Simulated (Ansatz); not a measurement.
# In: energies, forces and stress near the listed structure

A set of self-consistent runs on In under moves of single atoms, further strains and shifts, distortions that keep the symmetry, other functionals, to map its energy surface near the listed cell.

Method: DFT PBE, scalar-relativistic, plane waves, PAW, unless a step's input says otherwise, in Ansatz 0.2.0.

## (1) The system as given

It takes space group P6_3/mmc (No. 194, hexagonal). Conventional cell: a = 3.335 Å, b = 3.335 Å, c = 5.509 Å, α = 90.00°, β = 90.00°, γ = 120.00°. In (site symmetry -6m2) is surrounded by 12 In at 3.34 to 3.36 Å.

Structure file:

```xyz
2
Lattice="3.3355 0.0000 0.0000 -1.6677 2.8886 0.0000 0.0000 0.0000 5.5091" Properties=species:S:1:pos:R:3 pbc="T T T"
In    0.0000    1.9257    1.3773
In    1.6677    0.9629    4.1319
```

The structure comes from the Materials Project (structure only).

## (2) A change within a subgroup

Against the listed cell: strain xx, yy, zz, yz, xz, xy = +3.8, +1.6, +5.4, +0.6, +0.3, -1.9 %; atoms moved by 0.06 Å root mean square, at most 0.06 Å.

input.yaml reads:

```yaml
crystal:
  lattice:
    - [3.4607655904, -0.0632407915, 0.0115741322]
    - [-1.7851509272, 2.965499541, 0.0115735074]
    - [0.0191167259, 0.0331099489, 5.8054246262]
  atoms:
    - { symbol: In, position: [0.3437189316, 0.6562810684, 0.25] }
    - { symbol: In, position: [0.6562810684, 0.3437189316, 0.75] }
basis:
  ecutwfc: 420
kpoints:
  mp_grid: { grid: [12, 12, 6] }
hamiltonian:
  xc: pbe
scf:
  occupations: { method: gaussian, width: 0.1 }
output:
  forces: true
  stress: true
  eigenvalues: true
```

Launch:

```bash
> ansatz run input.yaml --threads 1 --pin off --max-ram 1331MiB --backend cpu --events-out ev --progress --plain --runs-dir out
```

## (3) A change within the space group

input.yaml reads:

```yaml
crystal:
  lattice:
    - [3.2133393293, 0.0, 0.0]
    - [-1.6066696646, 2.7828334902, 0.0]
    - [0.0, 0.0, 5.3900352501]
  atoms:
    - { symbol: In, position: [0.33333333, 0.66666667, 0.25] }
    - { symbol: In, position: [0.66666667, 0.33333333, 0.75] }
basis:
  ecutwfc: 420
kpoints:
  mp_grid: { grid: [15, 15, 8] }
hamiltonian:
  xc: pbe
scf:
  occupations: { method: gaussian, width: 0.1 }
output:
  forces: true
  stress: true
  eigenvalues: true
```

## (4) A single atom displaced

input.yaml reads:

```yaml
crystal:
  lattice:
    - [3.335484782, 0.0, 0.0]
    - [-1.667742391, 2.8886145552, 0.0]
    - [0.0, 0.0, 5.50914292]
  atoms:
    - { symbol: In, position: [0.359297334, 0.7185946781, 0.25] }
    - { symbol: In, position: [0.66666667, 0.33333333, 0.75] }
basis:
  ecutwfc: 420
kpoints:
  mp_grid: { grid: [12, 12, 8] }
hamiltonian:
  xc: pbe
scf:
  occupations: { method: gaussian, width: 0.1 }
output:
  forces: true
  stress: true
  eigenvalues: true
```

## (5) A distortion that keeps the symmetry

input.yaml reads:

```yaml
crystal:
  lattice:
    - [3.187756161, 0.0, 0.0]
    - [-1.5938780805, 2.7606778166, 0.0]
    - [0.0, 0.0, 5.5956915553]
  atoms:
    - { symbol: In, position: [0.33333333, 0.66666667, 0.25] }
    - { symbol: In, position: [0.66666667, 0.33333333, 0.75] }
basis:
  ecutwfc: 420
kpoints:
  mp_grid: { grid: [15, 15, 8] }
hamiltonian:
  xc: pbe
scf:
  occupations: { method: gaussian, width: 0.1 }
output:
  forces: true
  stress: true
  eigenvalues: true
```

## (6) A distortion that keeps the symmetry

Changes to input.yaml since step 5:

```diff
@@ -2,5 +2,5 @@
   lattice:
-    - [3.187756161, 0.0, 0.0]
-    - [-1.5938780805, 2.7606778166, 0.0]
-    - [0.0, 0.0, 5.5956915553]
+    - [3.1961949375, 0.0, 0.0]
+    - [-1.5980974688, 2.7679860114, 0.0]
+    - [0.0, 0.0, 5.4443553993]
   atoms:
```

## (7) A distortion that keeps the symmetry

Changes to input.yaml since step 6:

```diff
@@ -2,5 +2,5 @@
   lattice:
-    - [3.1961949375, 0.0, 0.0]
-    - [-1.5980974688, 2.7679860114, 0.0]
-    - [0.0, 0.0, 5.4443553993]
+    - [3.5445196133, 0.0, 0.0]
+    - [-1.7722598066, 3.0696440294, 0.0]
+    - [0.0, 0.0, 5.5238523316]
   atoms:
@@ -20 +20,2 @@
   eigenvalues: true
+  populations: true
```

## (8) A single atom displaced

input.yaml reads:

```yaml
crystal:
  lattice:
    - [3.335484782, 0.0, 0.0]
    - [-1.667742391, 2.8886145552, 0.0]
    - [0.0, 0.0, 5.50914292]
  atoms:
    - { symbol: In, position: [0.3563879597, 0.68778406, 0.2593299449] }
    - { symbol: In, position: [0.66666667, 0.33333333, 0.75] }
basis:
  ecutwfc: 420
kpoints:
  mp_grid: { grid: [12, 12, 8] }
hamiltonian:
  xc: pbe
scf:
  occupations: { method: gaussian, width: 0.1 }
output:
  forces: true
  stress: true
  eigenvalues: true
```

## (9) Functional and cell changed: r2SCAN

input.yaml reads:

```yaml
crystal:
  lattice:
    - [3.2069018437, 0.0, 0.0]
    - [-1.6034509218, 2.7772584641, 0.0]
    - [0.0, 0.0, 5.2967654604]
  atoms:
    - { symbol: In, position: [0.33333333, 0.66666667, 0.25] }
    - { symbol: In, position: [0.66666667, 0.33333333, 0.75] }
basis:
  ecutwfc: 500
kpoints:
  mp_grid: { grid: [15, 15, 8] }
hamiltonian:
  xc: r2scan
scf:
  occupations: { method: gaussian, width: 0.1 }
output:
  forces: true
  stress: true
  eigenvalues: true
  populations: true
```

Q: Predict the outcome of this session. Wanted: for each run, case; energy; pressure; largest force.

The runs gave:

| step | case | energy (meV/atom) | pressure (GPa) | largest force (eV/Å) | gap on the mesh (eV) |
| --- | --- | --- | --- | --- | --- |
| 2 | a change within a subgroup | +0.0 | -1.8 | 0.00 | 0.00 |
| 3 | a change within the space group | +52.9* | 6.8 | 0.00 | 0.00 |
| 4 | a single atom displaced | -5.7* | 1.6 | 0.03 | 0.00 |
| 5 | a distortion that keeps the symmetry | +41.7* | 5.5 | 0.00 | 0.00 |
| 6 | a distortion that keeps the symmetry | +55.9* | 6.8 | 0.00 | 0.00 |
| 7 | a distortion that keeps the symmetry | +3.9* | -2.2 | 0.00 | 0.00 |
| 8 | a single atom displaced | -4.5* | 1.6 | 0.15 | 0.00 |
| 9 | functional and cell changed: r2SCAN | n/a | 6.3 | 0.00 | 0.00 |

Energies are counted from step 2, with the smearing taken to zero; a star marks another k mesh, which can shift energies by itself, so starred rows don't rank against the others. Other atoms or functionals have another zero of energy (n/a). A gap of 0.00 means none on the mesh at this level.

What this shows: Among the distorted cells of the listed formula and level the largest force, 0.15 eV/Å, comes in step 8, shared by 2 atoms. The pressure is 6.8 GPa in the smallest cell and -2.2 GPa in the largest; between them shape and moved atoms count too. The distorted cells of the listed formula and level show no gap on the mesh.
